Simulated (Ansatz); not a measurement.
# Structure search for Be₄Se₃

Level of theory: DFT PBE, scalar-relativistic, plane waves, PAW (Ansatz 0.2.0). Settings: cutoff 420 eV, Γ-centred meshes spaced at most about 0.3 Å⁻¹, and about 0.25 Å⁻¹ or finer for metals (2π included), Gaussian smearing. No spin polarisation.

Formation energies are uncorrected and refer to the elements' standard structures at the same level.

All energies are static (0 K, no zero-point motion). The comparison covers the computed candidates alone. No dispersion correction is applied, so the spacing and binding between layers, chains or molecules are poorly described (P-4m2), and this can change margins and order among such cells. Kohn–Sham gaps at this level usually fall short of measured ones. The reference form of Se is held partly by dispersion forces, which this level lacks.

Invented guesses were relaxed alike, and ends that match in structure were merged. ΔE counts from the first row. Coordination counts Se atoms around Be (those within 1.25 times the shortest such distance or 1.15 times the sum of covalent radii, 1.27 where that leaves under three; a slash parts the counts of unlike sites). The ends were matched against large subsets of the Crystallography Open Database and the Materials Project, so a missing match doesn't prove that a structure is unreported.

```json
{"#": "1", "reached from": "a cell proposed by chemical analogy", "type and space group": "P-4m2 (No. 115)", "atoms": "7", "Å³/atom": "16.5", "coordination": "Be 2/4", "ΔE (meV/atom)": "0", "gap on mesh (eV)": "0.49", "in databases": "no match"}
{"#": "2", "reached from": "a cell proposed by chemical analogy", "type and space group": "P-43m (No. 215)", "atoms": "7", "Å³/atom": "17.3", "coordination": "Be 3", "ΔE (meV/atom)": "54", "gap on mesh (eV)": "0.96", "in databases": "no match"}
{"#": "3", "reached from": "random cell", "type and space group": "P-62m (No. 189)", "atoms": "7", "Å³/atom": "22.3", "coordination": "Be 3", "ΔE (meV/atom)": "59", "gap on mesh (eV)": "0.69", "in databases": "no match"}
{"#": "4", "reached from": "random cell", "type and space group": "F-43m (No. 216)", "atoms": "7", "Å³/atom": "16.7", "coordination": "Be 1", "ΔE (meV/atom)": "748", "gap on mesh (eV)": "0.00", "in databases": "no match"}
```

The lowest: Space group P-4m2 (No. 115), tetragonal, a = 3.526 Å, c = 9.315 Å. Be on its first site is surrounded by 2 Se at 2.22 Å; around Be on its second site lie 4 Se at 2.21–2.22 Å; around Se on a site of symmetry 2mm lie 4 Be at 2.22 Å; Se on a site of symmetry -4m2 has 4 Be at 2.21 Å. Its energy over the elements is −0.307 eV/atom. Whether it is stable depends on the other phases of the system, which aren't compared here. An observed structure of this formula, if there is one, may be missing.

Space group P-4m2 (No. 115). a = 3.526 Å, b = 3.526 Å, c = 9.315 Å, α = 90.00°, β = 90.00°, γ = 90.00°
| atom | site | symmetry | x | y | z |
| --- | --- | --- | --- | --- | --- |
| Be | 2g | 2mm. | 0.0000 | 0.5000 | 0.5682 |
| Be | 2g | 2mm. | 0.0000 | 0.5000 | 0.1426 |
| Se | 2f | 2mm. | 0.5000 | 0.5000 | 0.7129 |
| Se | 1a | -4m2 | 0.0000 | 0.0000 | 0.0000 |

The second: Space group P-43m (No. 215), cubic, a = 4.946 Å. Around Be lie 3 Se at 2.20 Å; Se has 4 Be at 2.20 Å. Counting Se atoms around Be, the first has Be 2/4 and the second has Be 3. Cells relaxed within their symmetry can be saddle points.

```
Be Se
1.0
     4.94611    0.00000    0.00000
     0.00000    4.94611    0.00000
     0.00000    0.00000    4.94611
Be Se
4 3
Direct
  0.76814 0.76814 0.23186
  0.76814 0.23186 0.76814
  0.23186 0.23186 0.23186
  0.23186 0.76814 0.76814
  0.50000 0.00000 0.50000
  0.00000 0.50000 0.50000
  0.50000 0.50000 0.00000
```

Some candidate types were left out of the draw beforehand, so a known form may be missing.
